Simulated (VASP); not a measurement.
Here is a VASP 6.6.1 calculation.

File INCAR:

```
  ALGO = Normal
  EDIFF = 1E-6
  ENCUT = 520
  GGA = PE
  ISIF = 2
  ISMEAR = 0
  LASPH = T
  LCHARG = F
  LREAL = F
  LWAVE = F
  NBANDS = 17
  NELM = 100
  PREC = Accurate
  SIGMA = 0.01
```

KPOINTS

```
k-points
0
Gamma
  6 6 6
```

Contents of POSCAR:

```
SnTe
1.0
    4.4559750000      0.0000000000      0.0000000000
    2.2279875000      3.8589875486      0.0000000000
    2.2279875000      1.2863291829      3.6382883522
Sn Te
1 1
Direct
    0.0000000000      0.0000000000      0.0000000000
    0.5000000000      0.5000000000      0.5000000000
```

Potentials or basis: VASP PAW PBE potentials, release 64 (Sn_d, Te).

Run with:

```bash
$ cat potpaw_PBE.64/Sn_d/POTCAR potpaw_PBE.64/Te/POTCAR > POTCAR
$ mpirun -np 1 vasp_std > vasp.out
```

**Question.** Predict the band gap on the k mesh.

**Answer.** 0.10 eV, direct.

**Question.** Estimate the pressure.

**Answer.** 2.2 GPa.

Caveat: spin-orbit coupling is left out, which moves the levels of the heavy elements.

**Experimental background.**

A printed reference work, textbook reports, for a bulk crystal of SnTe at 300 K: band gap 0.18 eV (direct).

A measured gap of SnTe is 0.18 eV (direct; 300 K; a printed reference work, textbook); the calculated 0.10 eV misses it by -0.08 eV. Spin-orbit coupling on Sn, Te is left out. The value is that of PBE on a finite k mesh, which can miss the band edges, without temperature or zero-point motion. Semilocal functionals fall short of measured gaps as a rule.
